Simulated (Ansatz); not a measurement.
Reactions of C2H6MgO, SMILES `C[CH2][Mg][OH]`.

Computed with Ansatz on PBE0-D4/def2-TZVP structures; ΔE is electronic, products minus reactants. CCSD(T)/CBS is the MP2 limit (def2-TZVPP, def2-QZVPP) plus CCSD(T) − MP2 in def2-TZVPP, frozen cores. This one scheme is used for every species. DFT in def2-TZVPP. For Br, Ga, Mg outer-core shells are correlated without core-valence functions, which leaves a few kJ/mol of doubt a bond. Scalar relativity is left out up to krypton. One conformer a species, not always the lowest.

```json
{"reaction": "`C[CH2][Mg][OH]` + `[CH3][Ga]([NH2])[OH]` → `C[O][Ga]([CH3])[NH2]` + `[CH3][Mg][OH]`", "r2SCAN-D4 (eV)": "0.32", "MP2/CBS(def2) (eV)": "0.43", "ωB97M-V (eV)": "0.34", "CCSD/CBS(def2) (eV)": "0.38", "CCSD(T)/CBS(def2) (eV)": "0.38"}
{"reaction": "`C[CH2][Mg][OH]` + HBr → `[OH][Mg][Br]` + `CC`", "r2SCAN-D4 (eV)": "-2.57", "MP2/CBS(def2) (eV)": "-2.52", "ωB97M-V (eV)": "-2.49", "CCSD/CBS(def2) (eV)": "-2.52", "CCSD(T)/CBS(def2) (eV)": "-2.47"}
{"reaction": "`C[CH2][Mg][OH]` + `CBO` → `CBOC` + `[CH3][Mg][OH]`", "r2SCAN-D4 (eV)": "0.23", "MP2/CBS(def2) (eV)": "0.32", "ωB97M-V (eV)": "0.25", "CCSD/CBS(def2) (eV)": "0.27", "CCSD(T)/CBS(def2) (eV)": "0.28"}
{"reaction": "`C[CH2][Mg][OH]` + `O[SiH3]` → `[OH][Mg][O][SiH3]` + `CC`", "r2SCAN-D4 (eV)": "-1.97", "MP2/CBS(def2) (eV)": "-1.98", "ωB97M-V (eV)": "-1.88", "CCSD/CBS(def2) (eV)": "-1.98", "CCSD(T)/CBS(def2) (eV)": "-1.94"}
{"reaction": "`C[CH2][Mg][OH]` + H₂S → `[OH][Mg][SH]` + `CC`", "r2SCAN-D4 (eV)": "-1.77", "MP2/CBS(def2) (eV)": "-1.71", "ωB97M-V (eV)": "-1.68", "CCSD/CBS(def2) (eV)": "-1.71", "CCSD(T)/CBS(def2) (eV)": "-1.68"}
{"reaction": "`C[CH2][Mg][OH]` + `[SiH3]OCS` → `[OH][Mg][O][SiH3]` + `CCCS`", "r2SCAN-D4 (eV)": "-2.44", "MP2/CBS(def2) (eV)": "-2.60", "ωB97M-V (eV)": "-2.38", "CCSD/CBS(def2) (eV)": "-2.53", "CCSD(T)/CBS(def2) (eV)": "-2.50"}
{"reaction": "`C[CH2][Mg][OH]` + H₂ → `[OH][MgH]` + `CC`", "r2SCAN-D4 (eV)": "-0.58", "MP2/CBS(def2) (eV)": "-0.44", "ωB97M-V (eV)": "-0.60", "CCSD/CBS(def2) (eV)": "-0.57", "CCSD(T)/CBS(def2) (eV)": "-0.51"}
{"reaction": "`C[CH2][Mg][OH]` + `OB(O)O` → `CCOB(O)O` + `[OH][MgH]`", "r2SCAN-D4 (eV)": "0.45", "MP2/CBS(def2) (eV)": "0.63", "ωB97M-V (eV)": "0.44", "CCSD/CBS(def2) (eV)": "0.53", "CCSD(T)/CBS(def2) (eV)": "0.54"}
```

Largest T1 diagnostic: 0.013, for `[CH3][Ga]([NH2])[OH]`.
